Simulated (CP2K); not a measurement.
# Cu under changes of volume

One of the cells (11.810 Å³/atom); the others are scaled copies at fixed shape and fractional positions:

```
Cu
1.0
     2.55619    0.00000    0.00000
     1.27810    2.21373    0.00000
     1.27810    0.73791    2.08712
Cu
1
Cartesian
  0.0000 0.0000 0.0000
```

| Quantity | Value |
| --- | --- |
| Program | CP2K 2026.2 |
| Functional | PBEsol |
| Potentials or basis | POTENTIAL_UZH Cu GTH-PBE-q11; TZVP-MOLOPT-PBE-GTH basis |
| Density cutoff | 6123 eV |
| k mesh | 13 × 13 × 13 |
| Occupations | fermi-dirac, width 0.1 eV |
| Spin | no spin polarisation |

| volume (Å³/atom) | energy over the lowest point (meV/atom) | pressure (GPa) |
| --- | --- | --- |
| 11.102 | 7.58 | 5.7 |
| 11.338 | 0.07 | 1.9 |
| 11.574 | 0.00 | -1.7 |
| 11.810 | 4.86 | -4.8 |
| 12.047 | 14.09 | -7.6 |
| 12.283 | 27.17 | -10.0 |
| 12.519 | ? | ? |

Q: What does the run at 12.519 Å³/atom give?

A: Energy over the lowest point 43.67 meV/atom; pressure -12.2 GPa.

Worked out: A Birch-Murnaghan fit of order 3 (a polynomial in V^(-2/3)) to the other rows has its minimum at 11.47 Å³/atom with B0 = V·E''(V) = 198 GPa (rough, since the energies scatter). It gives 42.62 meV/atom at 12.519 Å³/atom, against the run's 43.67, and -dE/dV = -11.3 GPa, against -12.2.

Energies are extrapolated to zero smearing.

Caveats: the potentials were made for another functional, which shifts forces and pressure; the basis of atomic orbitals isn't converged, which shifts pressures, moduli and gaps.
